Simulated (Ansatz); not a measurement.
## A Sn vacancy and a Te vacancy, 5.44 Å apart on the ideal sites in rocksalt SnTe, 62 atoms, charge 0

Level of theory: DFT, PBEsol, PAW, plane waves in Ansatz.

Command:

```sh
ansatz run in.yaml --threads 8 --pin off --max-ram 118750MiB --runs-dir r --events-out ev --progress --plain --backend cuda --devices 0, --max-vram 170GiB
```

The input less its lattice and atoms (starting moments on atoms near the defect: 2 μB in all):

```yaml
crystal:
  symmetry: { detect: false }
kpoints:
  mp_grid: { grid: [1, 1, 1], shift: [0.25, 0.25, 0.25] }
hamiltonian:
  xc: pbesol
magnetization:
  spin_polarized: true
scf:
  occupations: { method: fermi_dirac, width: 0.01 }
relax:
  f_tol: 0.03
  max_steps: 80
  escape_saddle: false
  adjacent_minimum: "off"
output:
  forces: true
  eigenvalues: true
  populations: true
```

Start:

```xyz
62
Lattice="12.5690 0.0000 0.0000 0.0000 12.5690 0.0000 0.0000 0.0000 12.5690" Properties=species:S:1:pos:R:3 pbc="T T T"
Te    3.1590   12.5604   12.5678
Te    3.1823    0.0463    6.2925
Te    3.1403    6.3085   12.5400
Te    3.1444    6.2548    6.2942
Te    9.4120   12.5658   12.5485
Te    9.3926   12.5588    6.2512
Te    9.4040    6.2670    0.0283
Te    9.4196    6.3076    6.3008
Te   12.5611    3.1135    0.0096
Te   12.5634    3.1320    6.2752
Te   12.5530    9.4344   12.5658
Te    0.0194    9.4076    6.2677
Te    6.2846    3.1446   12.5600
Te    6.2978    3.1858    6.2929
Te    6.2592    9.4583    0.0309
Te    6.2957    9.4797    6.2752
Te   12.5566   12.5322    3.1212
Te    0.0132   12.5586    9.4343
Te    0.0043    6.2872    3.1549
Te    0.0159    6.2829    9.4185
Te    6.2410   12.5575    3.1569
Te    6.3137    0.0094    9.4257
Te    6.2889    6.2719    3.1552
Te    6.2731    6.2825    9.4581
Te    3.1338    3.1005    9.4301
Te    3.1279    9.4559    3.1442
Te    3.1572    9.4467    9.4009
Te    9.4191    3.1295    3.1466
Te    9.4670    3.1294    9.4493
Te    9.4226    9.4222    3.1770
Te    9.4206    9.4450    9.4411
Sn    0.0128   12.5326    0.0248
Sn    0.0127    0.0110    6.2800
Sn    0.0292    6.2757   12.5597
Sn    0.0127    6.2671    6.3082
Sn    6.2734    0.0128   12.5460
Sn    6.2403    0.0191    6.3071
Sn    6.2901    6.3041   12.5495
Sn    3.1552    3.1475   12.5425
Sn    3.1309    3.1446    6.2887
Sn    3.1710    9.4546    0.0143
Sn    3.1114    9.4246    6.2659
Sn    9.4385    3.1528    0.0195
Sn    9.4272    3.1569    6.2665
Sn    9.4395    9.4223   12.5681
Sn    9.4132    9.4284    6.2760
Sn    3.1631    0.0029    3.1495
Sn    3.1470   12.5632    9.4418
Sn    3.1547    6.2871    3.1323
Sn    3.1657    6.2700    9.4066
Sn    9.4189    0.0032    3.1408
Sn    9.4373   12.5382    9.4555
Sn    9.4353    6.2658    3.1280
Sn    9.4173    6.2834    9.4175
Sn    0.0156    3.1639    3.1363
Sn    0.0038    3.1653    9.4292
Sn    0.0049    9.4404    3.1601
Sn    0.0089    9.4252    9.4019
Sn    6.2769    3.1735    3.1433
Sn    6.3094    3.1287    9.4547
Sn    6.3109    9.4273    3.1253
Sn    6.2710    9.4408    9.4114
```

Steps:

```tsv
step	energy less the first (eV)	largest force component (eV/Å)
start	0.000	0.310
1	-0.297	0.141
2	-0.382	0.132
3	-0.423	0.141
4	-0.443	0.102
5	-0.467	0.096
6	-0.470	0.205
7	-0.497	0.039
8	-0.516	0.064
9	-0.528	0.023
```

A structure on the way, about -0.38 eV from the start:

```xyz
62
Lattice="12.5690 0.0000 0.0000 0.0000 12.5690 0.0000 0.0000 0.0000 12.5690" Properties=species:S:1:pos:R:3 pbc="T T T"
Te    3.1016   12.5323   12.5252
Te    3.1365    0.0818    6.2439
Te    3.1496    6.2427    0.0826
Te    3.1801    6.3704    6.3543
Te    9.3944   12.5614   12.5611
Te    9.4344   12.5656    6.2784
Te    9.4416    6.2744   12.5621
Te    9.4381    6.2789    6.2836
Te   12.5294    3.1144   12.5216
Te    0.0829    3.1449    6.2443
Te   12.5637    9.3955   12.5635
Te   12.5627    9.4337    6.2812
Te    6.2424    3.1493    0.0763
Te    6.3596    3.1823    6.3512
Te    6.2763    9.4341   12.5602
Te    6.2844    9.4400    6.2821
Te   12.5004   12.5086    3.1302
Te   12.5605   12.5671    9.3998
Te    0.0591    6.2148    3.1534
Te   12.5634    6.2778    9.4332
Te    6.2200    0.0519    3.1532
Te    6.2725   12.5666    9.4316
Te    6.3443    6.3428    3.2268
Te    6.2892    6.2878    9.4538
Te    3.1532    3.1607    9.3799
Te    3.1370    9.4152    3.1578
Te    3.1196    9.4481    9.4456
Te    9.4357    3.1396    3.1610
Te    9.4459    3.1258    9.4393
Te    9.4348    9.4363    3.1272
Te    9.4324    9.4294    9.4159
Sn   12.5287   12.5322   12.5528
Sn   12.5571    0.0042    6.2785
Sn    0.0153    6.2677    0.0089
Sn    0.0202    6.2943    6.2978
Sn    6.2683    0.0014    0.0015
Sn    6.2859    0.0170    6.2915
Sn    6.3106    6.2973    0.0324
Sn    3.1006    3.0990   12.5610
Sn    3.2881    3.2961    6.1160
Sn    3.1693    9.3799    0.0061
Sn    3.1834    9.4384    6.2998
Sn    9.3844    3.1582   12.5664
Sn    9.4293    3.1971    6.2935
Sn    9.4203    9.4069   12.5386
Sn    9.3604    9.3699    6.2720
Sn    3.0899    0.0482    3.0907
Sn    3.1451    0.0039    9.3709
Sn    3.2897    6.1560    3.2828
Sn    3.2065    6.3042    9.4275
Sn    9.3708   12.5616    3.1577
Sn    9.3998   12.5488    9.4152
Sn    9.4263    6.2874    3.1800
Sn    9.3801    6.2810    9.3598
Sn    0.0832    3.0957    3.0846
Sn    0.0035    3.1631    9.3699
Sn   12.5684    9.3732    3.1497
Sn   12.5532    9.4127    9.4103
Sn    6.1922    3.2961    3.2905
Sn    6.3002    3.2001    9.4322
Sn    6.2942    9.4286    3.1835
Sn    6.2858    9.3750    9.3634
```

End:

```
Te Sn
1.0
    12.56900    0.00000    0.00000
     0.00000   12.56900    0.00000
     0.00000    0.00000   12.56900
Te Sn
31 31
Direct
  0.25082 0.99841 0.99854
  0.25229 0.00879 0.49930
  0.25242 0.49917 0.00894
  0.25485 0.50792 0.50806
  0.75017 0.00215 0.00223
  0.75306 0.00195 0.50153
  0.75315 0.50144 0.00181
  0.75330 0.50147 0.50134
  0.99832 0.25089 0.99847
  0.00896 0.25237 0.49919
  0.00208 0.75021 0.00215
  0.00184 0.75309 0.50146
  0.49909 0.25238 0.00911
  0.50799 0.25474 0.50847
  0.50140 0.75315 0.00177
  0.50153 0.75315 0.50137
  0.99841 0.99846 0.25113
  0.00203 0.00201 0.75040
  0.00919 0.49913 0.25230
  0.00174 0.50133 0.75304
  0.49919 0.00926 0.25240
  0.50138 0.00167 0.75319
  0.50845 0.50867 0.25472
  0.50143 0.50134 0.75329
  0.25091 0.25082 0.75702
  0.25110 0.75808 0.25093
  0.25084 0.75214 0.75221
  0.75839 0.25111 0.25093
  0.75222 0.25078 0.75218
  0.75232 0.75232 0.25088
  0.75173 0.75169 0.75169
  0.99301 0.99313 0.99343
  0.99715 0.99744 0.49454
  0.99735 0.49415 0.99725
  0.00246 0.49726 0.49718
  0.49407 0.99725 0.99735
  0.49710 0.00228 0.49731
  0.49735 0.49724 0.00218
  0.24258 0.24270 0.99784
  0.27213 0.27200 0.46847
  0.24624 0.74210 0.99675
  0.25223 0.75701 0.49589
  0.74203 0.24634 0.99674
  0.75709 0.25265 0.49594
  0.74426 0.74429 0.99547
  0.74432 0.74466 0.49579
  0.24254 0.99919 0.24290
  0.24602 0.99666 0.74224
  0.27237 0.47114 0.27141
  0.25226 0.49585 0.75659
  0.74217 0.99711 0.24655
  0.74402 0.99548 0.74445
  0.75748 0.49621 0.25229
  0.74447 0.49575 0.74428
  0.99967 0.24266 0.24274
  0.99680 0.24618 0.74209
  0.99711 0.74218 0.24636
  0.99545 0.74414 0.74429
  0.47269 0.27233 0.27169
  0.49594 0.25221 0.75694
  0.49619 0.75753 0.25235
  0.49577 0.74433 0.74431
```

Self-consistency was reached.

Time: 19 s of wall time on one NVIDIA GB200 with 8 processor threads, on a host shared with other runs; peak host memory 2.4 GiB.

Task: How much energy did the relaxation gain, and which atom moved most?

Result: 0.53 eV in 9 steps, from a start with small random displacements; atom 40 (Sn) moved 0.57 Å, the median atom 0.10 Å (drift of the whole cell removed).

The moment started at 2 μB and ended at 0.0 μB; no other spin state is shown. The program warned that the state may not be the lowest. The one k point has no symmetry partners, which can distort the end along one axis.
